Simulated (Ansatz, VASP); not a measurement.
## One calculation of BN, two programs

```
B N
1.0
     2.44927    0.00000    0.00000
     0.00000    2.57050    0.00000
     0.00000    0.00000    6.00315
B N
3 3
Direct
  0.50000 0.50000 0.16797
  0.50000 0.50000 0.83203
  0.00000 0.00000 0.50000
  0.50000 0.00000 0.31381
  0.00000 0.50000 0.00000
  0.50000 0.00000 0.68619
```

Alike in both runs: task relaxation of cell and atoms; functional PBE; k mesh 16 × 14 × 6; occupations gaussian, width 0.1 eV; no spin polarisation.

|  | VASP | Ansatz |
| --- | --- | --- |
| version | VASP 6.6.1 | Ansatz 0.2.0 |
| potentials or method | VASP PAW PBE potentials, release 64 (B, N) | scalar-relativistic, plane waves, PAW |
| plane-wave cutoff (eV) | 600 | 420 |
| valence electrons in the cell | 24 | 24 |

|  | VASP | Ansatz | Ansatz less VASP |
| --- | --- | --- | --- |
| gap on the k mesh at the Fermi level, each at its own relaxed structure (eV) | none | none | - |
| relaxed volume (Å³/atom) | 6.30 | 6.31 | +0.002 |
| relaxed cell length with the largest relative difference (Å) | 6.005 | 6.007 | +0.0015 |

A gap of «none» marks a metal or a gap that the smearing closes.
